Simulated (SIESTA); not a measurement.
**KMgF3 under changes of volume**

One of the cells (12.665 Å³/atom); the others are scaled copies at fixed shape and fractional positions:

```
K Mg F
1.0
     3.98590    0.00000    0.00000
     0.00000    3.98590    0.00000
     0.00000    0.00000    3.98590
K Mg F
1 1 3
Cartesian
  1.9929 1.9929 1.9929
  0.0000 0.0000 0.0000
  0.0000 0.0000 1.9929
  0.0000 1.9929 0.0000
  1.9929 0.0000 0.0000
```

```yaml
Program: SIESTA 5.4.2
Functional: PBEsol
Potentials_or_basis: PseudoDojo 0.4 standard (PBEsol files)
Basis: DZP (energy shift 0.003 Ry; two zetas on semicore shells; d shell added on K)
Grid_cutoff: 800 Ry
Energy_shift: 0.003 Ry
k_mesh: 5 × 5 × 5
Occupations: fermi-dirac, width 0.05 eV
Spin: no spin polarisation
```

```tsv
volume (Å³/atom)	energy over the lowest point (meV/atom)	pressure (GPa)	gap on the mesh (eV)
11.905	17.27	6.7	7.61
12.159	8.46	4.5	7.44
12.412	2.91	2.6	7.28
12.665	0.23	0.9	7.12
12.918	0.00	-0.6	6.97
13.172	?	?	?
13.425	6.36	-3.2	6.70
```

Question: What does the run at 13.172 Å³/atom give?

Answer: Energy over the lowest point 2.13 meV/atom; pressure -2.1 GPa; gap on the mesh 6.83 eV.

Worked out: A Birch-Murnaghan fit of order 3 (a polynomial in V^(-2/3)) to the other rows has its minimum at 12.81 Å³/atom with B0 = V·E''(V) = 77 GPa and B' = 4.5. It gives 2.17 meV/atom at 13.172 Å³/atom, against the run's 2.13, and -dE/dV = -2.0 GPa, against -2.1. A straight line through the other rows of the gap, of slope -7.6 eV per unit of ln V, gives 6.83 eV, against the run's 6.83.

Energies are extrapolated to zero smearing.

Caveats: an odd mesh through Γ misses points on the zone boundary, where band edges often lie; the basis of atomic orbitals isn't converged, which shifts pressures, moduli and gaps.
